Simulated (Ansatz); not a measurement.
# KF: the cost of one run

Method: DFT LDA, scalar-relativistic, plane waves, PAW, in Ansatz 0.2.0.

39 further runs of the same task are left out: 39 set aside as unsound or not needed.

## Step 1: The starting structure

Symmetry: Fm-3m, No. 225, cubic system. Conventional cell: a = 5.163 Å, b = 5.163 Å, c = 5.163 Å, α = 90.00°, β = 90.00°, γ = 90.00°. K (site symmetry m-3m) has 6 F at 2.58 Å as nearest neighbours. F (site symmetry m-3m) is surrounded by 6 K at 2.58 Å.

Coordinates:

```
K F
1.0
     0.00000    2.58172    2.58172
     2.58172    0.00000    2.58172
     2.58172    2.58172    0.00000
K F
1 1
Cartesian
  0.0000 0.0000 0.0000
  2.5817 2.5817 2.5817
```

It is the result of an earlier relaxation at this level (volume 17.21 Å³/atom; gap on the mesh: 6.36 eV).

## Step 2: The scan

The energy is mapped over two homogeneous strains (x along [1 0 0], y along [0 1 0], z along [0 0 1] of the conventional cell).

- normal strain along x: 9 values from −7.00 to 7.00 %
- normal strain along z: 9 values from −15.00 to 15.00 %

Nothing else is relaxed (symmetry fixes all fractional coordinates). Energies count from the relaxed crystal. Points are written as (first, second).

## Step 3: Point (−1.75 %, −15.00 %)

Contents of input.yaml:

```yaml
crystal:
  lattice:
    - [0.0, 2.5817196783, 2.1944617266]
    - [2.5365395839, 0.0, 2.1944617266]
    - [2.5365395839, 2.5817196783, 0.0]
  atoms:
    - { symbol: K, position: [0.0, 0.0, 0.0] }
    - { symbol: F, position: [0.5, 0.5, 0.5] }
basis:
  ecutwfc: 520.0
kpoints:
  mp_grid: { grid: [8, 8, 8] }
hamiltonian:
  xc: lda
scf:
  occupations: { method: gaussian, width: 0.05 }
output:
  forces: true
  stress: true
  eigenvalues: true
```

Launch:

```
$ ansatz run input.yaml --threads 1 --pin off --max-ram 2048MiB --backend cpu --events-out ev --progress --plain --runs-dir out
```

Q: Estimate wall time and peak memory on 1 thread of Arm Neoverse V2, shared host.

About 2 s, with a peak of 0.3 GiB.
